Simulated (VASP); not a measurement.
# TaN (P6_3/mmc) in VASP: a series of runs, part 3 of 3

VASP 6.6.1.

**6. Atomic charges, PBE**

Input file INCAR:

```
PREC = Accurate
ENCUT = 520
EDIFF = 1E-7
ISMEAR = 0
SIGMA = 0.02
LREAL = False
LASPH = True
NELM = 100
ALGO = Fast
ISIF = 2
LWAVE = False
LCHARG = False
GGA = PE
LORBIT = 11
```

Input file KPOINTS:

```
regular mesh
0
Gamma
  10 10 5
```

Input file POSCAR:

```
TaN
1.0
    2.9217699809      0.0000000000      0.0000000000
   -1.4608849905      2.5303270275      0.0000000000
    0.0000000000      0.0000000000      5.9165150000
Ta N
2 2
Direct
    0.0000000000      0.0000000000      0.5000000000
    0.0000000000      0.0000000000      0.0000000000
    0.3333333333      0.6666666667      0.2500000000
    0.6666666667      0.3333333333      0.7500000000
```

Potentials or basis: VASP PAW PBE potentials, release 64 (Ta_pv, N).

On the command line:

```console
cat potpaw_PBE.64/Ta_pv/POTCAR potpaw_PBE.64/N/POTCAR > POTCAR
mpirun -np 1 vasp_std > vasp.out
```

OUTCAR:

```text
PREC = Accurate
   ENCUT = 520
   EDIFF = 1E-7
   ISMEAR = 0
   LREAL = False
   LASPH = True
   NELM = 100
   ISIF = 2
   GGA = PE
   LORBIT = 11

 ion  position               nearest neighbor table
   1  0.000  0.000  0.500-   3 2.24   4 2.24   4 2.24   3 2.24   4 2.24   3 2.24   2 2.96   2 2.96

   2  0.000  0.000  0.000-   3 2.24   4 2.24   4 2.24   3 2.24   4 2.24   3 2.24   1 2.96   1 2.96

   3  0.333  0.667  0.250-   1 2.24   2 2.24   1 2.24   2 2.24   1 2.24   2 2.24
   4  0.667  0.333  0.750-   1 2.24   2 2.24   1 2.24   2 2.24   1 2.24   2 2.24

  LATTYP: Found a hexagonal cell.
 ALAT       =     2.9217699809
 C/A-ratio  =     2.0249763119

  Lattice vectors:

 A1 = (   2.9217699809,   0.0000000000,   0.0000000000)
 A2 = (  -1.4608849905,   2.5303270275,   0.0000000000)
 A3 = (   0.0000000000,   0.0000000000,   5.9165150000)

Analysis of symmetry for initial positions (statically):
=====================================================================
 Subroutine PRICEL returns:
 Original cell was already a primitive cell.

 Routine SETGRP: Setting up the symmetry group for a
 hexagonal supercell.

[... 179 lines left out ...]
 fundamental gap:      0.0435924596
 Fermi energy:         8.0918445737

 k-point     1 :       0.0000    0.0000    0.0000
  band No.  band energies     occupation
      1     -27.4993      2.00000
      2     -26.7566      2.00000
      3     -26.5059      2.00000
      4     -26.5059      2.00000
      5     -26.4454      2.00000
      6     -26.4454      2.00000
[... 541 lines left out ...]
     19      12.0010      0.00000
     20      12.8461      0.00000

 [... further k-points ...]
[... 5 lines left out ...]
  --------------------------------------------------------------------------------------
  -------------------------------------------------------------------------------------
  Total       -0.1258354     -0.1258354     -0.0618974      0.0000000     -0.0000000     -0.0000000
  in kB       -4.6091918     -4.6091918     -2.2672223      0.0000000     -0.0000000     -0.0000000
  external PRESSURE =      -3.8285353 kB  Pullay stress =       0.0000000 kB

 VOLUME and BASIS-vectors are now :
 -----------------------------------------------------------------------------
  energy-cutoff  :      520.00
  volume of cell :       43.74
      direct lattice vectors                 reciprocal lattice vectors
     2.921769981  0.000000000  0.000000000     0.342258291  0.197602916  0.000000000
    -1.460884991  2.530327027  0.000000000     0.000000000  0.395205833  0.000000000
     0.000000000  0.000000000  5.916515000     0.000000000  0.000000000  0.169018417

 POSITION                                       TOTAL-FORCE (eV/Angst)
 -----------------------------------------------------------------------------------
      0.00000      0.00000      2.95826        -0.000000      0.000000      0.000000
      0.00000      0.00000      0.00000        -0.000000      0.000000      0.000000
     -0.00000      1.68688      1.47913         0.000000     -0.000000      0.000000
      1.46088      0.84344      4.43739        -0.000000      0.000000     -0.000000
 -----------------------------------------------------------------------------------
    total drift:                               -0.000000      0.000000      0.000000

  FREE ENERGIE OF THE ION-ELECTRON SYSTEM (eV)
  ---------------------------------------------------
  free  energy   TOTEN  =       -44.0235514942 eV

  energy  without entropy=      -44.0233001533  energy(sigma->0) =      -44.02342582

 total charge

# of ion       s       p       d       tot
------------------------------------------
    1        0.294   6.232   2.449   8.975
    2        0.294   6.232   2.449   8.975
    3        1.232   2.480   0.000   3.713
    4        1.232   2.480   0.000   3.713
--------------------------------------------------
tot          3.053  17.425   4.898  25.376
```

stdout:

```text
POSCAR found type information on POSCAR TaN
 POSCAR found :  2 types and       4 ions
 scaLAPACK will be used
 LDA part: xc-table for (Slater+PW92), standard interpolation
 POSCAR, INCAR and KPOINTS ok, starting setup
 FFT: planning ... GRIDC
 FFT: planning ... GRID_SOFT
 FFT: planning ... GRID
 WAVECAR not read
 entering main loop
```

It took 51 s on 1 thread of AMD EPYC 7R43 (Zen 3), shared host; peak memory 0.15 GiB.

What came out:

```yaml
Free_energy: -44.0236 eV
Pressure: -0.4 GPa
Band_gap_on_the_k_mesh: none (metal or under the smearing width)
Valence_electrons_inside_the_program's_atomic_spheres: Ta 8.97; N 3.71
```

Stress tensor (GPa, compression positive):
```
-0.46  0.00  0.00
 0.00 -0.46  0.00
 0.00  0.00 -0.23
```

Spin-orbit coupling is left out, which matters for the levels of Ta.

**7. For comparison**

An earlier run on the cell as given: functional PBE; potentials or basis VASP PAW PBE potentials, release 64 (Ta_pv, N); cutoff 520 eV; k mesh 10 × 10 × 5; occupations fermi-dirac, width 0.05 eV; no spin polarisation.

* Pressure: -0.4 GPa
* Band gap on the k mesh: none (metal or under the smearing width)

**8. Summary**

```tsv
task	potentials or basis	cell	cutoff (eV)	smearing	gap on the mesh (eV)	pressure (GPa)	relaxed volume (Å³/atom)
relaxation of cell and atoms	VASP PAW PBE potentials, release 64 (Ta, N)	relaxed	580	fermi-dirac 0.05 eV	none	0.0	10.87
relaxation of cell and atoms	VASP PAW PBE potentials, release 64 (Ta_pv, N)	relaxed	600	fermi-dirac 0.05 eV	none	0.0	10.92
relaxation of cell and atoms	VASP PAW PBE potentials, release 64 (Ta_sv_GW, N_GW)	relaxed	680	fermi-dirac 0.05 eV	none	-0.1	10.90
relaxation of cell and atoms	VASP PAW PBE potentials, release 64 (Ta_sv_GW, N_GW)	relaxed	630	fermi-dirac 0.05 eV	none	0.0	10.90
atomic charges	VASP PAW PBE potentials, release 64 (Ta_pv, N)	as given	520	gaussian 0.02 eV	none	-0.4	-
single point	VASP PAW PBE potentials, release 64 (Ta_pv, N)	as given	520	fermi-dirac 0.05 eV	none	-0.4	-
```

Alike in all rows: level PBE; no spin polarisation; k mesh 10 × 10 × 5.

Total energies depend on the potentials used, so only differences within one code and one set of settings carry meaning.
